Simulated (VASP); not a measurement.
# PbSe (Clausthalite) in VASP: further runs, part 2 of 2

VASP 6.6.1. Earlier steps stand in the parts before.

## Step 4: Single point, r2SCAN (strain -3.8%)

The input, POSCAR:

```
PbSe
1.0
    0.0000000000      2.9539620758      2.9539620758
    2.9539620758      0.0000000000      2.9539620758
    2.9539620758      2.9539620758      0.0000000000
Pb Se
1 1
Direct
    0.0000000000      0.0000000000      0.0000000000
    0.5000000000      0.5000000000      0.5000000000
```

The input, INCAR.step1:

```
ALGO = Normal
EDIFF = 1E-4
ENCUT = 520
GGA = PE
ISMEAR = -1
LASPH = T
LCHARG = F
LREAL = F
LWAVE = T
NBANDS = 17
NELM = 100
PREC = Accurate
SIGMA = 0.02
```

The input, INCAR.step2:

```
ALGO = Normal
EDIFF = 1E-6
ENCUT = 520
ISIF = 2
ISMEAR = -1
ISTART = 1
LASPH = T
LCHARG = F
LMIXTAU = T
LREAL = F
LWAVE = F
METAGGA = R2SCAN
NBANDS = 17
NELM = 100
PREC = Accurate
SIGMA = 0.02
```

The input, KPOINTS:

```
k-points
0
Gamma
  8 8 8
```

Potentials or basis: VASP PAW PBE potentials, release 64 (Pb_d, Se).

Started as:

```
$ cat potpaw_PBE.64/Pb_d/POTCAR potpaw_PBE.64/Se/POTCAR > POTCAR
$ cp INCAR.step1 INCAR
$ mpirun -np 1 vasp_std > vasp.out
$ cp INCAR.step2 INCAR
$ mpirun -np 1 vasp_std > vasp.out
```

OUTCAR:

```text
EDIFF = 1E-6
   ENCUT = 520
   ISIF = 2
   ISMEAR = -1
   ISTART = 1
   LASPH = T
   LREAL = F
   METAGGA = R2SCAN
   NELM = 100
   PREC = Accurate

 ion  position               nearest neighbor table
   1  0.000  0.000  0.000-   2 2.95   2 2.95   2 2.95   2 2.95   2 2.95   2 2.95
   2  0.500  0.500  0.500-   1 2.95   1 2.95   1 2.95   1 2.95   1 2.95   1 2.95

  LATTYP: Found a face centered cubic cell.
 ALAT       =     5.9079241516

  Lattice vectors:

 A1 = (   0.0000000000,   2.9539620758,   2.9539620758)
 A2 = (   2.9539620758,   0.0000000000,   2.9539620758)
 A3 = (   2.9539620758,   2.9539620758,   0.0000000000)

Analysis of symmetry for initial positions (statically):
=====================================================================
 Subroutine PRICEL returns:
 Original cell was already a primitive cell.

 Routine SETGRP: Setting up the symmetry group for a
 face centered cubic supercell.

 Subroutine GETGRP returns: Found 48 space group operations
 (whereof 48 operations were pure point group operations)
 out of a pool of 48 trial point group operations.

The static configuration has the point symmetry O_h .

Analysis of symmetry for dynamics (positions and initial velocities):
=====================================================================
 Subroutine PRICEL returns:
 Original cell was already a primitive cell.

 Routine SETGRP: Setting up the symmetry group for a
 face centered cubic supercell.

 Subroutine GETGRP returns: Found 48 space group operations
 (whereof 48 operations were pure point group operations)
 out of a pool of 48 trial point group operations.

The dynamic configuration has the point symmetry O_h .

 Subroutine INISYM returns: Found 48 space group operations
 (whereof 48 operations are pure point group operations),
 and found     1 'primitive' translations

----------------------------------------------------------------------------------------

                                     Primitive cell

  volume of cell :      51.5519

  direct lattice vectors                    reciprocal lattice vectors
     0.000000000  2.953962076  2.953962076    -0.169264191  0.169264191  0.169264191
     2.953962076  0.000000000  2.953962076     0.169264191 -0.169264191  0.169264191
     2.953962076  2.953962076  0.000000000     0.169264191  0.169264191 -0.169264191

  length of vectors
     4.177533230  4.177533230  4.177533230     0.293174178  0.293174178  0.293174178

  position of ions in fractional coordinates (direct lattice)
     0.000000000  0.000000000  0.000000000
     0.500000000  0.500000000  0.500000000

  ion indices of the primitive-cell ions
   primitive index   ion index
                 1           1
                 2           2

----------------------------------------------------------------------------------------

 KPOINTS: k-points

Automatic generation of k-mesh.
 Grid dimensions read from file:
 generate k-points for:    8    8    8

 Generating k-lattice:

  Cartesian coordinates                     Fractional coordinates (reciprocal lattice)
    -0.021158024  0.021158024  0.021158024     0.125000000  0.000000000  0.000000000
     0.021158024 -0.021158024  0.021158024     0.000000000  0.125000000  0.000000000
     0.021158024  0.021158024 -0.021158024     0.000000000  0.000000000  0.125000000

  Length of vectors
     0.036646772  0.036646772  0.036646772

  Shift w.r.t. Gamma in fractional coordinates (k-lattice)
     0.000000000  0.000000000  0.000000000

 Subroutine IBZKPT returns following result:
 ===========================================

 Found     29 irreducible k-points:

 Following reciprocal coordinates:
            Coordinates               Weight
  0.000000  0.000000  0.000000      1.000000
  0.125000  0.000000  0.000000      8.000000
  0.250000  0.000000  0.000000      8.000000
  0.375000  0.000000  0.000000      8.000000
  0.500000  0.000000  0.000000      4.000000
  0.125000  0.125000  0.000000      6.000000
[... 16 lines left out ...]
  0.500000  0.250000  0.125000     48.000000
 -0.375000  0.250000  0.125000     24.000000
 [... further k-points ...]
   k-points           NKPTS =     29   k-points in BZ     NKDIM =     29   number of bands    NBANDS=     17
   number of dos      NEDOS =    301   number of ions     NIONS =      2
   total plane-waves  NPLWV =  32768
   dimension x,y,z NGX =    32 NGY =   32 NGZ =   32
   dimension x,y,z NGXF=    64 NGYF=   64 NGZF=   64
   ions per type =               1   1
   NGX,Y,Z   is equivalent  to a cutoff of  12.73, 12.73, 12.73 a.u.
   NGXF,Y,Z  is equivalent  to a cutoff of  25.47, 25.47, 25.47 a.u.
 SYSTEM =  unknown system
   PREC   = accura    normal or accurate (medium, high low for compatibility)
   ISTART =      1    job   : 0-new  1-cont  2-samecut
   ICHARG =      0    charge: 1-file 2-atom 10-const
   ISPIN  =      1    spin polarized calculation?
   LNONCOLLINEAR =      F non collinear calculations
   LSORBIT =      F    spin-orbit coupling
   LASPH  =      T    aspherical Exc in radial PAW
   ENCUT  =  520.0 eV  38.22 Ry    6.18 a.u.   7.77  7.77  7.77*2*pi/ulx,y,z
   NELM   =    100;   NELMIN=  2; NELMDL=  0     # of ELM steps
   EDIFF  = 0.1E-05   stopping-criterion for ELM
   LREAL  =      F    real-space projection
   EDIFFG = 0.1E-04   stopping-criterion for IOM
   NSW    =      0    number of steps for IOM
   IBRION =     -1    ionic relax: 0-MD 1-quasi-New 2-CG
   NFREE  =      0    steps in history (QN), initial steepest desc. (CG)
   ISIF   =      2    stress and relaxation
   ISYM   =      2    0-nonsym 1-usesym 2-fastsym
   POTIM  = 0.5000    time-step for ionic-motion
   TEBEG  =    0.0;   TEEND  =   0.0 temperature during run
   PSTRESS=    0.0 pullay stress
   NELECT =      20.0000    total number of electrons
   NUPDOWN=      -1.0000    fix difference up-down
   EMIN   =  10.00;   EMAX   =-10.00  energy-range for DOS
   EFERMI =   0.00;   METHOD = LEGACY
   ISMEAR =    -1;   SIGMA  =   0.02  broadening in eV -4-tet -1-fermi 0-gaus
   EFERMI_NEDOS =   21; number of points for ismear=-14 and -15
   IALGO  =     38    algorithm
   IMIX   =      4    mixing-type and parameters
     AMIX     =   0.40;   BMIX     =  1.00
     AMIX_MAG =   1.60;   BMIX_MAG =  1.00
  volume/ion in A,a.u.               =      25.78       173.94
  Fermi-wavevector in a.u.,A,eV,Ry     =   1.193997  2.256327 19.396859  1.425629
  Thomas-Fermi vector in A             =   2.329998
   LORBIT       =      0    0 simple, 1 ext, 2 COOP (PROOUT), +10 PAW based schemes
   METAGGA = R2SCAN    functional components
   LHFCALC =     F    Hartree Fock is set to
   AEXX    =    0.0000 exact exchange contribution
   IVDW    =     0    specifies the selected vdW correction
   LEPSILON=     F    determine dielectric tensor
   LRPA    =     F    only Hartree local field effects (RPA)
 non-spin polarized calculation
  energy-cutoff  :      520.00
  volume of cell :       51.55
 maximum number of plane-waves:      1411
   NGX = 15   NGY = 15   NGZ = 15

 number of electron      19.9999997 magnetization

 Free energy of the ion-electron system (eV)
  ---------------------------------------------------
  ext. energy  EPLUGINS =         0.00000000
  ---------------------------------------------------
  free energy    TOTEN  =       -71.74702090 eV

  energy without entropy =      -71.74694973  energy(sigma->0) =      -71.74698532

 E-fermi :   6.5617     XC(G=0): -10.6095

 val. band max:        6.4877338193   @ k =   0.5000   0.0000   0.0000
 cond. band min:       6.6356560281   @ k =   0.5000   0.0000   0.0000
 fundamental gap:      0.1479222088
 Fermi energy:         6.5616949214

 k-point     1 :       0.0000    0.0000    0.0000
  band No.  band energies     occupation
      1     -11.3581      2.00000
      2     -11.3581      2.00000
      3     -11.3533      2.00000
      4     -11.3533      2.00000
      5     -11.3533      2.00000
      6      -8.8358      2.00000
[... 9 lines left out ...]
     16      13.0323      0.00000
     17      14.6328      0.00000
[... 441 lines left out ...]
 k-point    24 :      -0.3750    0.2500    0.1250
  band No.  band energies     occupation
      1     -11.4705      2.00000
      2     -11.3816      2.00000
      3     -11.3397      2.00000
      4     -11.3233      2.00000
      5     -11.2995      2.00000
      6      -7.1499      2.00000
[... 9 lines left out ...]
     16      17.7703      0.00000
     17      18.1061      0.00000

 [... further k-points ...]

------------------------ aborting loop because EDIFF is reached ----------------------------------------

  FORCE on cell =-STRESS in cart. coord.  units (eV):
  Direction    XX          YY          ZZ          XY          YZ          ZX
  --------------------------------------------------------------------------------------
  -------------------------------------------------------------------------------------
  Total        2.9865094      2.9865094      2.9865094      0.0000000      0.0000000      0.0000000
  in kB       92.8174707     92.8174707     92.8174707      0.0000000      0.0000000      0.0000000
  external PRESSURE =      92.8174707 kB  Pullay stress =       0.0000000 kB

 VOLUME and BASIS-vectors are now :
 -----------------------------------------------------------------------------
  energy-cutoff  :      520.00
  volume of cell :       51.55
      direct lattice vectors                 reciprocal lattice vectors
     0.000000000  2.953962076  2.953962076    -0.169264191  0.169264191  0.169264191
     2.953962076  0.000000000  2.953962076     0.169264191 -0.169264191  0.169264191
     2.953962076  2.953962076  0.000000000     0.169264191  0.169264191 -0.169264191

 POSITION                                       TOTAL-FORCE (eV/Angst)
 -----------------------------------------------------------------------------------
      0.00000      0.00000      0.00000         0.000000      0.000000     -0.000000
      2.95396      2.95396      2.95396         0.000000      0.000000      0.000000
 -----------------------------------------------------------------------------------
    total drift:                                0.000000     -0.000000     -0.000000

  FREE ENERGIE OF THE ION-ELECTRON SYSTEM (eV)
  ---------------------------------------------------
  free  energy   TOTEN  =       -71.7470208986 eV

  energy  without entropy=      -71.7469497347  energy(sigma->0) =      -71.74698532
```

OSZICAR.step1:

```text
N       E                     dE             d eps       ncg     rms          rms(c)
DAV:   1     0.161546798948E+03    0.16155E+03   -0.96484E+03   986   0.124E+03
DAV:   2     0.292174553908E+01   -0.15863E+03   -0.15299E+03  1069   0.319E+02
DAV:   3    -0.792914454193E+01   -0.10851E+02   -0.10786E+02  1267   0.882E+01
DAV:   4    -0.818472885064E+01   -0.25558E+00   -0.25541E+00  1153   0.146E+01
DAV:   5    -0.819296221719E+01   -0.82334E-02   -0.82331E-02  1413   0.260E+00    0.310E+00
DAV:   6    -0.796975920705E+01    0.22320E+00   -0.51536E-01  1539   0.553E+00    0.192E+00
DAV:   7    -0.796333406095E+01    0.64251E-02   -0.10110E-01  1228   0.169E+00    0.932E-01
DAV:   8    -0.796561593220E+01   -0.22819E-02   -0.87680E-03  1226   0.109E+00    0.708E-02
DAV:   9    -0.796557880321E+01    0.37129E-04   -0.89592E-04  1385   0.351E-01
   1 F= -.79655788E+01 E0= -.79655222E+01  d E =-.113272E-03
```

It took 2 min on 1 thread of Intel Xeon 8259CL, shared host; peak memory 0.2 GiB.

What came out:

```yaml
Free_energy: -71.7470 eV
Pressure: 9.3 GPa
Band_gap_on_the_k_mesh: 0.15 eV, direct
```

Levels at points of the mesh, in eV from the valence-band top:
| k point | band 7 | band 8 | band 9 | band 10 | band 11 | band 12 | band 13 | band 14 |
| --- | --- | --- | --- | --- | --- | --- | --- | --- |
| (0.00, 0.00, 0.00) | -6.29 | -2.73 | -2.73 | -2.73 | 5.12 | 5.12 | 5.12 | 6.54 |
| (0.50, 0.00, 0.00) | -9.94 | -2.21 | -2.21 | 0.00 | 0.15 | 1.48 | 1.48 | 9.09 |
| (0.50, 0.50, 0.00) | -7.92 | -6.29 | -4.29 | -4.29 | 3.39 | 6.28 | 6.28 | 6.83 |

Caveat: the cell differs from its parent crystal (strain -3.8%); the PAW data sets were made with another functional, which shifts forces and pressure a little; spin-orbit coupling is left out, which moves the levels of the heavy elements. A k mesh can miss the band edges.

## Step 5: Single point, r2SCAN

This run uses another cell than the first one, of 28.93 Å³/atom, 1.122 times its volume.

The input, POSCAR:

```
PbSe
1.0
    0.0000000000      3.0696893648      3.0696893648
    3.0696893648      0.0000000000      3.0696893648
    3.0696893648      3.0696893648      0.0000000000
Pb Se
1 1
Direct
    0.0000000000      0.0000000000      0.0000000000
    0.5000000000      0.5000000000      0.5000000000
```

The input, INCAR.step1:

```
SYSTEM = PbSe
PREC = Accurate
ENCUT = 520
ISMEAR = 0
SIGMA = 0.01
LREAL = .False.
LASPH = .True.
NELM = 80
NBANDS = 17
GGA = PE
ALGO = Normal
EDIFF = 1E-4
LWAVE = .True.
LCHARG = .False.
```

The input, INCAR.step2:

```
SYSTEM = PbSe
PREC = Accurate
ENCUT = 520
EDIFF = 1E-6
ISMEAR = 0
SIGMA = 0.01
LREAL = .False.
LASPH = .True.
NELM = 80
ALGO = Normal
ISIF = 2
LWAVE = .False.
LCHARG = .True.
METAGGA = R2SCAN
LMIXTAU = .True.
LELF = .True.
LVHAR = .True.
NBANDS = 17
ISTART = 1
```

The input, KPOINTS:

```
regular mesh
0
Gamma
  8 8 8
  0 0 0
```

Started as:

```
$ cat potpaw_PBE.64/Pb_d/POTCAR potpaw_PBE.64/Se/POTCAR > POTCAR
$ cp INCAR.step1 INCAR
$ mpirun -np 1 vasp_std > vasp.out
$ cp INCAR.step2 INCAR
$ mpirun -np 1 vasp_std > vasp.out
```

Wall time 98 s (1 thread of Intel Xeon 8259CL, shared host); peak memory 0.2 GiB.

The run converged. Its results:

- Free energy: -71.9357 eV
- Pressure: 1.0 GPa
- Band gap on the k mesh: 0.61 eV, direct

Levels at points of the mesh, in eV from the valence-band top:
```csv
k point,band 8,band 9,band 10,band 11,band 12,band 13
"(0.00, 0.00, 0.00)",-1.98,-1.98,-1.98,5.02,5.02,5.02
"(0.50, 0.00, 0.00)",-1.57,-1.57,0.00,0.61,1.94,1.94
"(0.50, 0.50, 0.00)",-5.07,-3.33,-3.33,4.06,5.96,5.96
```

Caveat: the PAW data sets were made with another functional, which shifts forces and pressure a little; spin-orbit coupling is left out, which moves the levels of the heavy elements.

## Step 6: Single point, PBE (uniaxial z strain +3.7%)

The input, INCAR:

```
PREC = Accurate
ENCUT = 520
EDIFF = 1E-6
ISMEAR = -1
SIGMA = 0.02
LREAL = F
LASPH = T
NELM = 80
ALGO = Normal
ISIF = 2
LWAVE = F
LCHARG = T
GGA = PE
LELF = T
LVHAR = T
NBANDS = 17
```

The input, KPOINTS:

```
Automatic mesh
0
Gamma
  8 8 8
```

The input, POSCAR:

```
PbSe
1.0
    0.0000000000      3.0696893648      3.1835748402
    3.0696893648      0.0000000000      3.1835748402
    3.0696893648      3.0696893648      0.0000000000
Pb Se
1 1
Direct
    0.0000000000      0.0000000000      0.0000000000
    0.5000000000      0.5000000000      0.5000000000
```

Potentials or basis: VASP PAW PBE potentials, release 64 (Pb_d, Se).

Started as:

```
$ cat potpaw_PBE.64/Pb_d/POTCAR potpaw_PBE.64/Se/POTCAR > POTCAR
$ mpirun -np 1 vasp_std > vasp.out
```

It took 93 s on 1 thread of Intel Xeon 8259CL, shared host; peak memory 0.23 GiB.

The run converged. Its results:

| Item | Value |
| --- | --- |
| Free energy | -8.1823 eV |
| Pressure | 0.2 GPa |
| Band gap on the k mesh | 0.40 eV, direct |

Stress tensor (GPa, compression positive):
```
 1.40  0.00  0.00
 0.00  1.40  0.00
 0.00  0.00 -2.13
```

Levels at points of the mesh, in eV from the valence-band top:
```csv
k point,band 8,band 9,band 10,band 11,band 12,band 13
"(0.00, 0.00, 0.00)",-1.77,-1.77,-1.47,4.11,4.89,4.89
"(0.50, 0.00, 0.00)",-1.34,-1.25,0.00,0.40,1.72,1.89
"(0.50, 0.50, 0.00)",-4.56,-2.91,-2.91,3.98,5.57,5.58
"(0.50, 0.00, 0.50)",-4.64,-3.16,-2.79,3.85,4.99,5.79
```

Caveat: the cell differs from its parent crystal (uniaxial z strain +3.7%); spin-orbit coupling is left out, which moves the levels of the heavy elements.

## Step 7: Single point, r2SCAN (uniaxial z strain +3.7%)

POSCAR is that of step 6.

The input, INCAR.step1:

```
PREC = Accurate
ENCUT = 520
ISMEAR = 0
SIGMA = 0.01
LREAL = F
LASPH = T
NELM = 100
NBANDS = 17
GGA = PE
ALGO = Normal
EDIFF = 1E-4
LWAVE = T
LCHARG = F
```

The input, INCAR.step2:

```
PREC = Accurate
ENCUT = 520
EDIFF = 1E-6
ISMEAR = 0
SIGMA = 0.01
LREAL = F
LASPH = T
NELM = 100
ALGO = Normal
ISIF = 2
LWAVE = F
LCHARG = F
METAGGA = R2SCAN
LMIXTAU = T
NBANDS = 17
ISTART = 1
```

The input, KPOINTS:

```
regular mesh
0
Gamma
  8 8 8
```

Started as:

```
$ cat potpaw_PBE.64/Pb_d/POTCAR potpaw_PBE.64/Se/POTCAR > POTCAR
$ cp INCAR.step1 INCAR
$ mpirun -np 1 vasp_std > vasp.out
$ cp INCAR.step2 INCAR
$ mpirun -np 1 vasp_std > vasp.out
```

Run time: 5 min. Hardware: 1 thread of Intel Xeon 8259CL, shared host; peak memory 0.24 GiB.

Results (log left out):

```
Free energy            : -71.9202 eV
Pressure               : -0.7 GPa
Band gap on the k mesh : 0.69 eV, direct
```

Stress tensor (GPa, compression positive):
```
 0.49  0.00  0.00
 0.00  0.49  0.00
 0.00  0.00 -3.08
```

Levels at points of the mesh, in eV from the valence-band top:
| k point | band 7 | band 8 | band 9 | band 10 | band 11 | band 12 | band 13 | band 14 |
| --- | --- | --- | --- | --- | --- | --- | --- | --- |
| (0.00, 0.00, 0.00) | -6.41 | -1.91 | -1.91 | -1.60 | 4.42 | 5.22 | 5.22 | 6.93 |
| (0.50, 0.00, 0.00) | -8.81 | -1.47 | -1.38 | 0.00 | 0.69 | 1.95 | 2.11 | 9.02 |
| (0.50, 0.50, 0.00) | -7.35 | -4.71 | -3.05 | -3.05 | 4.32 | 5.96 | 5.96 | 5.97 |
| (0.50, 0.00, 0.50) | -7.51 | -4.79 | -3.31 | -2.92 | 4.17 | 5.35 | 6.19 | 6.45 |

Caveat: the cell differs from its parent crystal (uniaxial z strain +3.7%); the PAW data sets were made with another functional, which shifts forces and pressure a little; spin-orbit coupling is left out, which moves the levels of the heavy elements. A k mesh can miss the band edges.

## Step 8: Overview

| level | cell | smearing | gap on the mesh (eV) | pressure (GPa) |
| --- | --- | --- | --- | --- |
| PBE | a = 4.178 Å, angles 60.0°, 2 atoms | fermi-dirac 0.02 eV | 0.12 | 9.8 |
| PBE | a = 4.341 Å, angles 60.0°, 2 atoms | fermi-dirac 0.02 eV | 0.32 | 1.9 |
| r2SCAN | a = 4.178 Å, angles 60.0°, 2 atoms | fermi-dirac 0.02 eV | 0.15 | 9.3 |
| r2SCAN | a = 4.341 Å, angles 60.0°, 2 atoms | gaussian 0.01 eV | 0.61 | 1.0 |
| PBE | a = 4.422, b = 4.422, c = 4.341 Å, angles 60.6, 60.6, 58.8°, 2 atoms | fermi-dirac 0.02 eV | 0.40 | 0.2 |
| r2SCAN | a = 4.422, b = 4.422, c = 4.341 Å, angles 60.6, 60.6, 58.8°, 2 atoms | gaussian 0.01 eV | 0.69 | -0.7 |

Alike in all rows: task single point; potentials or basis VASP PAW PBE potentials, release 64 (Pb_d, Se); no spin polarisation; k mesh 8 × 8 × 8; cutoff (eV) 520.

Caveats: spin-orbit coupling is left out, which moves the levels of the heavy elements; the PAW data sets were made with another functional, which shifts forces and pressure a little (some runs).

Total energies depend on the potentials used, so only differences within one code and one set of settings carry meaning.

## Step 9: How close it comes

Step 3. Against the measured gap of PbSe, 0.15 eV (direct; 4.2 K; a printed reference work, monograph), the calculated 0.32 eV is off by +0.17 eV. 2 values of this kind are on record (0.15 to 0.28 eV); this one was drawn at random. Spin-orbit coupling on Pb, Se is left out. The value is that of PBE on a finite k mesh, which can miss the band edges, without temperature or zero-point motion.

Step 5. A measured gap of PbSe is 0.15 eV (direct; 4.2 K; a printed reference work, monograph); the calculated 0.61 eV misses it by +0.46 eV. 2 values of this kind are on record (0.15 to 0.28 eV); this one was drawn at random. Spin-orbit coupling on Pb, Se is left out. The value is that of r2SCAN on a finite k mesh, which can miss the band edges, without temperature or zero-point motion.
